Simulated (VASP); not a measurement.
# MgB2 (P6/mmm) in VASP: further runs

The runs below take MgB2 through relaxation of cell and atoms, with PBE, PBEsol.

All numbers are computed with VASP 6.6.1; they aren't measurements. Logs are shortened: lines on timing, memory, paths and dates and some standing lists are left out, and cuts for length are marked.

**1. Starting point**

The structure is hexagonal, space group P6/mmm (No. 191). Conventional cell: a = 3.085 Å, b = 3.085 Å, c = 3.523 Å, α = 90.00°, β = 90.00°, γ = 120.00°. Around Mg (site symmetry 6/mmm) lie 12 B at 2.51 Å. B (site symmetry -6m2) is surrounded by 3 B at 1.78 Å.

**2. Relaxation of cell and atoms, PBE, target pressure 6.15 GPa, at which the enthalpy is minimised**

Input file INCAR:

```
PREC = Accurate
ENCUT = 600
EDIFF = 1E-6
ISMEAR = 1
SIGMA = 0.1
LREAL = F
LASPH = T
NELM = 80
ALGO = Normal
ISIF = 3
LWAVE = F
LCHARG = F
GGA = PE
IBRION = 2
NSW = 90
EDIFFG = -0.01
PSTRESS = 61.5
```

Input file KPOINTS:

```
regular mesh
0
Gamma
  15 15 10
```

Input file POSCAR:

```
MgB2
1.0
    3.0850000000      0.0000000000      0.0000000000
   -1.5425000000      2.6716883707      0.0000000000
    0.0000000000      0.0000000000      3.5230000000
Mg B
1 2
Direct
    0.0000000000      0.0000000000      0.0000000000
    0.3333333333      0.6666666667      0.5000000000
    0.6666666667      0.3333333333      0.5000000000
```

Potentials or basis: VASP PAW PBE potentials, release 64 (Mg, B).

Started as:

```sh
$ cat potpaw_PBE.64/Mg/POTCAR potpaw_PBE.64/B/POTCAR > POTCAR
$ mpirun -np 1 vasp_std > vasp.out
```

OUTCAR:

```text
PREC = Accurate
   ENCUT = 600
   EDIFF = 1E-6
   ISMEAR = 1
   LREAL = F
   LASPH = T
   NELM = 80
   ISIF = 3
   GGA = PE
   IBRION = 2
   NSW = 90
   EDIFFG = -0.01
   PSTRESS = 61.5

 ion  position               nearest neighbor table
   1  0.000  0.000  0.000-   2 2.51   3 2.51   2 2.51   3 2.51   3 2.51   3 2.51   2 2.51   2 2.51
                             3 2.51   3 2.51   2 2.51   2 2.51
   2  0.333  0.667  0.500-   3 1.78   3 1.78   3 1.78   1 2.51   1 2.51   1 2.51   1 2.51   1 2.51
                             1 2.51
   3  0.667  0.333  0.500-   2 1.78   2 1.78   2 1.78   1 2.51   1 2.51   1 2.51   1 2.51   1 2.51
                             1 2.51

  LATTYP: Found a hexagonal cell.
 ALAT       =     3.0850000000
 C/A-ratio  =     1.1419773096

  Lattice vectors:

 A1 = (   3.0850000000,   0.0000000000,   0.0000000000)
 A2 = (  -1.5425000000,   2.6716883707,   0.0000000000)
 A3 = (   0.0000000000,   0.0000000000,   3.5230000000)

Analysis of symmetry for initial positions (statically):
=====================================================================
 Subroutine PRICEL returns:
 Original cell was already a primitive cell.

 Routine SETGRP: Setting up the symmetry group for a
 hexagonal supercell.

 Subroutine GETGRP returns: Found 24 space group operations
 (whereof 24 operations were pure point group operations)
 out of a pool of 24 trial point group operations.

The static configuration has the point symmetry D_6h.

Analysis of symmetry for dynamics (positions and initial velocities):
=====================================================================
 Subroutine PRICEL returns:
 Original cell was already a primitive cell.

 Routine SETGRP: Setting up the symmetry group for a
 hexagonal supercell.

 Subroutine GETGRP returns: Found 24 space group operations
 (whereof 24 operations were pure point group operations)
 out of a pool of 24 trial point group operations.

The dynamic configuration has the point symmetry D_6h.

 Subroutine INISYM returns: Found 24 space group operations
 (whereof 24 operations are pure point group operations),
 and found     1 'primitive' translations

----------------------------------------------------------------------------------------

                                     Primitive cell

  volume of cell :      29.0371

  direct lattice vectors                    reciprocal lattice vectors
     3.085000000  0.000000000  0.000000000     0.324149109  0.187147575  0.000000000
    -1.542500000  2.671688371  0.000000000     0.000000000  0.374295150  0.000000000
     0.000000000  0.000000000  3.523000000     0.000000000  0.000000000  0.283848992

  length of vectors
     3.085000000  3.085000000  3.523000000     0.374295150  0.374295150  0.283848992

  position of ions in fractional coordinates (direct lattice)
     0.000000000  0.000000000  0.000000000
     0.333333333  0.666666667  0.500000000
     0.666666667  0.333333333  0.500000000

  ion indices of the primitive-cell ions
   primitive index   ion index
                 1           1
                 2           2
                 3           3

----------------------------------------------------------------------------------------

 KPOINTS: regular mesh

Automatic generation of k-mesh.
 Grid dimensions read from file:
 generate k-points for:   15   15   10

 Generating k-lattice:

  Cartesian coordinates                     Fractional coordinates (reciprocal lattice)
     0.021609941  0.012476505  0.000000000     0.066666667  0.000000000  0.000000000
     0.000000000  0.024953010  0.000000000     0.000000000  0.066666667  0.000000000
     0.000000000  0.000000000  0.028384899     0.000000000  0.000000000  0.100000000

  Length of vectors
     0.024953010  0.024953010  0.028384899

  Shift w.r.t. Gamma in fractional coordinates (k-lattice)
     0.000000000  0.000000000  0.000000000

 Subroutine IBZKPT returns following result:
 ===========================================

 Found    162 irreducible k-points:

 Following reciprocal coordinates:
            Coordinates               Weight
  0.000000  0.000000  0.000000      1.000000
  0.066667  0.000000  0.000000      6.000000
  0.133333  0.000000  0.000000      6.000000
  0.200000  0.000000  0.000000      6.000000
  0.266667  0.000000  0.000000      6.000000
  0.333333  0.000000  0.000000      6.000000
[... 16 lines left out ...]
  0.333333  0.200000  0.000000     12.000000
  0.400000  0.200000  0.000000      6.000000
 [... further k-points ...]
   k-points           NKPTS =    162   k-points in BZ     NKDIM =    162   number of bands    NBANDS=      8
   number of dos      NEDOS =    301   number of ions     NIONS =      3
   total plane-waves  NPLWV =  21952
   dimension x,y,z NGX =    28 NGY =   28 NGZ =   28
   dimension x,y,z NGXF=    56 NGYF=   56 NGZF=   56
   ions per type =               1   2
   NGX,Y,Z   is equivalent  to a cutoff of  15.09, 15.09, 13.21 a.u.
   NGXF,Y,Z  is equivalent  to a cutoff of  30.18, 30.18, 26.43 a.u.
 SYSTEM =  unknown system
   PREC   = accura    normal or accurate (medium, high low for compatibility)
   ISTART =      0    job   : 0-new  1-cont  2-samecut
   ICHARG =      2    charge: 1-file 2-atom 10-const
   ISPIN  =      1    spin polarized calculation?
   LNONCOLLINEAR =      F non collinear calculations
   LSORBIT =      F    spin-orbit coupling
   LASPH  =      T    aspherical Exc in radial PAW
   ENCUT  =  600.0 eV  44.10 Ry    6.64 a.u.   6.16  6.16  7.04*2*pi/ulx,y,z
   NELM   =     80;   NELMIN=  2; NELMDL= -5     # of ELM steps
   EDIFF  = 0.1E-05   stopping-criterion for ELM
   LREAL  =      F    real-space projection
   EDIFFG = -.1E-01   stopping-criterion for IOM
   NSW    =     90    number of steps for IOM
   IBRION =      2    ionic relax: 0-MD 1-quasi-New 2-CG
   NFREE  =      1    steps in history (QN), initial steepest desc. (CG)
   ISIF   =      3    stress and relaxation
   ISYM   =      2    0-nonsym 1-usesym 2-fastsym
   POTIM  = 0.5000    time-step for ionic-motion
   TEBEG  =    0.0;   TEEND  =   0.0 temperature during run
   PSTRESS=   61.5 pullay stress
   NELECT =       8.0000    total number of electrons
   NUPDOWN=      -1.0000    fix difference up-down
   EMIN   =  10.00;   EMAX   =-10.00  energy-range for DOS
   EFERMI =   0.00;   METHOD = LEGACY
   ISMEAR =     1;   SIGMA  =   0.10  broadening in eV -4-tet -1-fermi 0-gaus
   EFERMI_NEDOS =   21; number of points for ismear=-14 and -15
   IALGO  =     38    algorithm
   IMIX   =      4    mixing-type and parameters
     AMIX     =   0.40;   BMIX     =  1.00
     AMIX_MAG =   1.60;   BMIX_MAG =  1.00
  volume/ion in A,a.u.               =       9.68        65.32
  Fermi-wavevector in a.u.,A,eV,Ry     =   1.065255  2.013040 15.439462  1.134768
  Thomas-Fermi vector in A             =   2.200801
   LORBIT       =      0    0 simple, 1 ext, 2 COOP (PROOUT), +10 PAW based schemes
   GGA     = PE    functional components
   LHFCALC =     F    Hartree Fock is set to
   AEXX    =    0.0000 exact exchange contribution
   IVDW    =     0    specifies the selected vdW correction
   LEPSILON=     F    determine dielectric tensor
   LRPA    =     F    only Hartree local field effects (RPA)
 conjugate gradient relaxation of ions
 non-spin polarized calculation
 Methfessel and Paxton  Order N= 1 SIGMA  =   0.10
  energy-cutoff  :      600.00
  volume of cell :       29.04
 maximum number of plane-waves:       986
 NGX is ok and might be reduce to    28
   NGX = 13   NGY = 13   NGZ = 15

--------------------------------------- Ionic step        1  -------------------------------------------

 number of electron       8.0000000 magnetization

 Free energy of the ion-electron system (eV)
  ---------------------------------------------------
  ext. energy  EPLUGINS =         0.00000000
  ---------------------------------------------------
  free energy    TOTEN  =       -15.32427708 eV

  energy without entropy =      -15.32436334  energy(sigma->0) =      -15.32430583

------------------------ aborting loop because EDIFF is reached ----------------------------------------

  FORCE on cell =-STRESS in cart. coord.  units (eV):
  Direction    XX          YY          ZZ          XY          YZ          ZX
  --------------------------------------------------------------------------------------
  -------------------------------------------------------------------------------------
  Total       -0.4057438     -0.4057438      0.0523174     -0.0000000      0.0000000      0.0000000
  in kB      -22.3876702    -22.3876702      2.8867103     -0.0000000      0.0000000      0.0000000
  external PRESSURE =     -75.4628767 kB  Pullay stress =      61.5000000 kB
[... 141 lines left out ...]
  enthalpy is  TOTEN    =       -14.2418868064 eV   P V=        1.0639714836

--------------------------------------- Ionic step        5  -------------------------------------------

 number of electron       8.0000000 magnetization

 Free energy of the ion-electron system (eV)
  ---------------------------------------------------
  ext. energy  EPLUGINS =         0.00000000
  ---------------------------------------------------
  free energy    TOTEN  =       -15.30550005 eV

  energy without entropy =      -15.30566457  energy(sigma->0) =      -15.30555489

 E-fermi :   5.5455     XC(G=0): -11.0973

 val. band max:        5.5352316215   @ k =   0.1333   0.0000   0.3000
 cond. band min:       5.5598358689   @ k =   0.0667   0.0000   0.0000
 fundamental gap:      0.0246042474
 Fermi energy:         5.5455254261

 k-point     1 :       0.0000    0.0000    0.0000
  band No.  band energies     occupation
      1      -7.1076      2.00000
      2       2.5768      2.00000
      3       5.9685     -0.00000
      4       5.9685     -0.00000
      5       7.3940     -0.00000
      6      12.0775      0.00000
      7      12.0775      0.00000
      8      14.1594      0.00000
[... 243 lines left out ...]
 k-point    24 :       0.4000    0.2000    0.0000
  band No.  band energies     occupation
      1      -2.6263      2.00000
      2      -1.9755      2.00000
      3       1.0544      2.00000
      4       6.3913     -0.00000
      5       8.4129      0.00000
      6      11.4749      0.00000
      7      11.6919      0.00000
      8      14.1320      0.00000

 [... further k-points ...]
[... 5 lines left out ...]
  --------------------------------------------------------------------------------------
  -------------------------------------------------------------------------------------
  Total        1.0650361      1.0650361      1.0638064      0.0000000     -0.0000000     -0.0000000
  in kB       61.5830934     61.5830934     61.5119888      0.0000000     -0.0000000     -0.0000000
  external PRESSURE =       0.0593919 kB  Pullay stress =      61.5000000 kB
[... 18 lines left out ...]
  FREE ENERGIE OF THE ION-ELECTRON SYSTEM (eV)
  ---------------------------------------------------
  free  energy   TOTEN  =       -15.3055000492 eV

  energy  without entropy=      -15.3056645656  energy(sigma->0) =      -15.30555489

  enthalpy is  TOTEN    =       -14.2419009654 eV   P V=        1.0635990838

 reached required accuracy - stopping structural energy minimisation
```

Run time: 47 s. Hardware: 1 thread of Intel Xeon 6975P-C (Granite Rapids), shared host; peak memory 0.2 GiB.

What came out:

```yaml
Free_energy: -15.3055 eV
Relaxed_volume: 9.24 Å³/atom
Relaxed_cell: a = 3.038 Å, b = 3.038 Å, c = 3.466 Å, α = 90.00°, β = 90.00°, γ = 120.00°
Space_group_after_relaxing_to_0.05_Å: P6/mmm (No. 191)
Energy_change_on_relaxing_the_enthalpy_is_what_falls: +6.3 meV/atom
Ionic_steps: 5
Pressure_after_relaxing: 6.2 GPa
Band_gap_on_the_k_mesh: none (metal or under the smearing width)
```

The path:
```
step  energy change (eV)  largest force (eV/Å)  pressure (GPa)  volume (Å³)
   1              0.0000                0.0000           -1.40        29.04
   2              0.0489                0.0000           10.22        27.16
   3              0.0168                0.0000            6.00        27.78
   4              0.0184                0.0000            6.13        27.72
   5              0.0188                0.0000            6.16        27.71
```

Final structure:
```xyz
3
Lattice="3.0385 0.0000 0.0000 -1.5192 2.6314 0.0000 0.0000 0.0000 3.4655" Properties=species:S:1:pos:R:3 pbc="T T T"
Mg   -1.5192    2.6314    0.0000
B     0.0000    1.7543    1.7328
B     1.5192    0.8771    1.7328
```

Caveat: the cell is relaxed towards a set pressure, so the enthalpy falls and the energy may rise.

**3. Relaxation of cell and atoms, PBE, target pressure 6.15 GPa, at which the enthalpy is minimised**

This run uses another cell than the first one, of 9.24 Å³/atom, 0.954 times its volume.

INCAR: that of step 2 with these lines changed.

```diff
@@ -2,3 +2,3 @@
 ENCUT = 600
-EDIFF = 1E-6
+EDIFF = 1E-7
 ISMEAR = 1
@@ -15,3 +15,3 @@
 NSW = 90
-EDIFFG = -0.01
+EDIFFG = -0.005
 PSTRESS = 61.5
```

KPOINTS is that of step 2.

Input file POSCAR:

```
MgB2                                    
1.0
    3.0384726367     -0.0000000000     -0.0000000000
   -1.5192363183      2.6313944921     -0.0000000000
   -0.0000000000      0.0000000000      3.4655496898
  Mg              B             
     1     2
Direct
     0.0000000000000000    1.0000000000000000    0.0000000000000000
     0.3333333332999970    0.6666666667000030    0.5000000000000000
     0.6666666667000030    0.3333333332999970    0.5000000000000000
```

Potentials or basis: VASP PAW PBE potentials, release 64 (Mg, B).

Started as:

```sh
$ cat potpaw_PBE.64/Mg/POTCAR potpaw_PBE.64/B/POTCAR > POTCAR
$ mpirun -np 1 vasp_std > vasp.out
```

Wall time 12 s (1 thread of Intel Xeon 6975P-C (Granite Rapids), shared host); peak memory 0.18 GiB.

Results (log left out):

```yaml
Free_energy: -15.3049 eV
Pressure_after_relaxing: 6.2 GPa
Band_gap_on_the_k_mesh: none (metal or under the smearing width)
```

Final structure:
```xyz
3
Lattice="3.0385 0.0000 0.0000 -1.5192 2.6314 0.0000 0.0000 0.0000 3.4655" Properties=species:S:1:pos:R:3 pbc="T T T"
Mg    0.0000    0.0000    0.0000
B     0.0000    1.7543    1.7328
B     1.5192    0.8771    1.7328
```

Levels at points of the mesh, in eV from the Fermi level:
```tsv
k point	band 2	band 3	band 4	band 5	band 6	band 7
(0.00, 0.00, 0.00)	-2.97	0.42	0.42	1.85	6.53	6.53
(0.00, 0.00, 0.50)	-7.59	0.82	0.82	6.84	6.84	8.27
```

Caveat: the relaxation stopped at its first step, so nothing moved; the cell is relaxed towards a set pressure, so the enthalpy falls and the energy may rise.

**4. Relaxation of cell and atoms, PBEsol**

Input file INCAR:

```
PREC = Accurate
ENCUT = 600
EDIFF = 1E-6
ISMEAR = 1
SIGMA = 0.1
LREAL = False
LASPH = True
NELM = 80
ALGO = Normal
ISIF = 3
LWAVE = False
LCHARG = False
GGA = PS
IBRION = 2
NSW = 90
EDIFFG = -0.01
```

KPOINTS is that of step 3.

Input file POSCAR:

```
MgB2
1.0
    3.0850000000      0.0000000000      0.0000000000
   -1.5425000000      2.6716883707      0.0000000000
    0.0000000000      0.0000000000      3.5230000000
Mg B
1 2
Direct
    0.0000000000      0.0000000000      0.0000000000
    0.3333333333      0.6666666667      0.5000000000
    0.6666666667      0.3333333333      0.5000000000
```

Started as:

```sh
$ cat potpaw_PBE.64/Mg/POTCAR potpaw_PBE.64/B/POTCAR > POTCAR
$ mpirun -np 1 vasp_std > vasp.out
```

Wall time 42 s (1 thread of Intel Xeon 6975P-C (Granite Rapids), shared host); peak memory 0.2 GiB.

The run converged. Its results:

```yaml
Free_energy: -16.2263 eV
Relaxed_volume: 9.49 Å³/atom
Relaxed_cell: a = 3.061 Å, b = 3.061 Å, c = 3.507 Å, α = 90.00°, β = 90.00°, γ = 120.00°
Space_group_after_relaxing_to_0.05_Å: P6/mmm (No. 191)
Energy_gained_by_relaxing: 2.2 meV/atom
Ionic_steps: 5
Pressure_after_relaxing: -0.1 GPa
Band_gap_on_the_k_mesh: none (metal or under the smearing width)
```

Step by step:
```tsv
step	energy change (eV)	largest force (eV/Å)	pressure (GPa)	volume (Å³)
1	0.0000	0.0000	-3.26	29.04
2	-0.0051	0.0000	1.45	28.22
3	-0.0065	0.0000	-0.07	28.47
4	-0.0065	0.0000	-0.14	28.48
5	-0.0065	0.0000	-0.08	28.46
```

Final structure:
```
Mg B
1.0
     3.06115    0.00000    0.00000
    -1.53058    2.65103    0.00000
     0.00000    0.00000    3.50711
Mg B
1 2
Direct
  0.00000 0.00000 0.00000
  0.33333 0.66667 0.50000
  0.66667 0.33333 0.50000
```

Levels at points of the mesh, in eV from the Fermi level:
```tsv
k point	band 2	band 3	band 4	band 5	band 6	band 7
(0.00, 0.00, 0.00)	-2.96	0.44	0.44	1.67	6.44	6.44
(0.00, 0.00, 0.50)	-7.49	0.83	0.83	6.75	6.75	8.15
```

Caveat: the PAW data sets were made with another functional, which shifts forces and pressure a little.

**5. Relaxation of cell and atoms, PBEsol**

This run uses another cell than the first one, of 9.49 Å³/atom, 0.980 times its volume.

INCAR: that of step 4 with these lines changed.

```diff
@@ -2,3 +2,3 @@
 ENCUT = 600
-EDIFF = 1E-6
+EDIFF = 1E-7
 ISMEAR = 1
@@ -15,2 +15,2 @@
 NSW = 90
-EDIFFG = -0.01
+EDIFFG = -0.005
```

KPOINTS is that of step 4.

Input file POSCAR:

```
MgB2                                    
1.0
    3.0611508098     -0.0000000000     -0.0000000000
   -1.5305754049      2.6510343662     -0.0000000000
    0.0000000000      0.0000000000      3.5071060327
  Mg              B             
     1     2
Direct
     1.0000000000000000    1.0000000000000000    1.0000000000000000
     0.3333333332999970    0.6666666667000030    0.5000000000000000
     0.6666666667000030    0.3333333332999970    0.5000000000000000
```

Started as:

```sh
$ cat potpaw_PBE.64/Mg/POTCAR potpaw_PBE.64/B/POTCAR > POTCAR
$ mpirun -np 1 vasp_std > vasp.out
```

Wall time 16 s (1 thread of Intel Xeon 6975P-C (Granite Rapids), shared host); peak memory 0.18 GiB.

Results (log left out):

| Property | Result |
| --- | --- |
| Free energy | -16.2260 eV |
| Relaxed volume | 9.48 Å³/atom |
| Relaxed cell | a = 3.061 Å, b = 3.061 Å, c = 3.506 Å, α = 90.00°, β = 90.00°, γ = 120.00° |
| Space group after relaxing (to 0.05 Å) | P6/mmm (No. 191) |
| Energy gained by relaxing | 0.0 meV/atom |
| Ionic steps | 2 |
| Pressure after relaxing | 0.0 GPa |
| Band gap on the k mesh | none (metal or under the smearing width) |

Final structure:
```yaml
crystal:
  lattice:
    - [3.06058, 0.00000, 0.00000]
    - [-1.53029, 2.65054, 0.00000]
    - [0.00000, 0.00000, 3.50589]
  atoms:
    - { symbol: Mg, position: [0.00000, 0.00000, 0.00000] }
    - { symbol: B, position: [0.33333, 0.66667, 0.50000] }
    - { symbol: B, position: [0.66667, 0.33333, 0.50000] }
```

Levels at points of the mesh, in eV from the Fermi level:
```tsv
k point	band 1	band 2	band 3	band 4	band 5	band 6	band 7	band 8
(0.00, 0.00, 0.00)	-12.49	-2.96	0.44	0.44	1.68	6.44	6.44	8.44
(0.00, 0.00, 0.50)	-11.19	-7.50	0.83	0.83	6.76	6.76	8.16	10.09
```

Caveat: the PAW data sets were made with another functional, which shifts forces and pressure a little.
